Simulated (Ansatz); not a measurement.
## InAs: band structure with PBEsol

**What was measured.**

From a printed reference work, data compilation, for a bulk crystal of InAs at 4.2 K: band gap 0.418 eV (direct).

The system is InAs.

```
In As
1.0
     0.00000    3.01800    3.01800
     3.01800    0.00000    3.01800
     3.01800    3.01800    0.00000
In As
1 1
Direct
  0.00000 0.00000 0.00000
  0.75000 0.75000 0.75000
```

```json
{
  "Program": "Ansatz 0.2.0",
  "Task": "band structure",
  "Functional": "PBEsol",
  "Potentials or basis": "all-electron PAW datasets made for the crystal",
  "Cutoff": "240 eV (chosen from the basis error)",
  "k mesh": "8 × 8 × 8",
  "Occupations": "fermi-dirac, width 0.05 eV",
  "Spin": "no spin polarisation"
}
```

```json
{
  "Pressure": "1.5 GPa",
  "Band gap along the path": "none (metal or under the smearing width)"
}
```

Levels at the corners of the path, in eV from the Fermi level:
```tsv
point	band 5	band 6	band 7	band 8	band 9	band 10	band 11	band 12	band 13
Γ	-14.27	-11.98	-0.31	-0.05	-0.05	-0.05	3.82	3.82	3.82
X	-14.24	-9.93	-5.94	-2.40	-2.40	1.39	1.94	9.06	9.22
W	-14.26	-9.87	-5.80	-3.05	-2.97	4.16	4.17	4.90	5.94
K	-14.25	-9.94	-5.81	-3.38	-2.03	1.98	4.18	7.21	7.35
Γ	-14.27	-11.98	-0.31	-0.05	-0.05	-0.05	3.82	3.82	3.82
L	-14.26	-10.48	-5.88	-1.05	-1.05	0.84	4.59	4.59	6.68
U	-14.25	-9.94	-5.81	-3.38	-2.03	1.98	4.18	7.21	7.35
W	-14.26	-9.87	-5.80	-3.05	-2.97	4.16	4.17	4.90	5.94
```

Wall time 11 s on 1 thread of Intel(R) Xeon(R) 6975P-C (Granite Rapids), with other jobs on the host, peak memory 0.53 GiB.

A measured gap of InAs is 0.418 eV (direct; 4.2 K; a printed reference work, data compilation); the calculated 0.00 eV misses it by -0.42 eV. Spin-orbit coupling on As, In is left out. The value is that of PBEsol, without temperature or zero-point motion. Semilocal functionals fall short of measured gaps as a rule.

Caveat: spin-orbit coupling is left out, which moves the levels of the heavy elements.
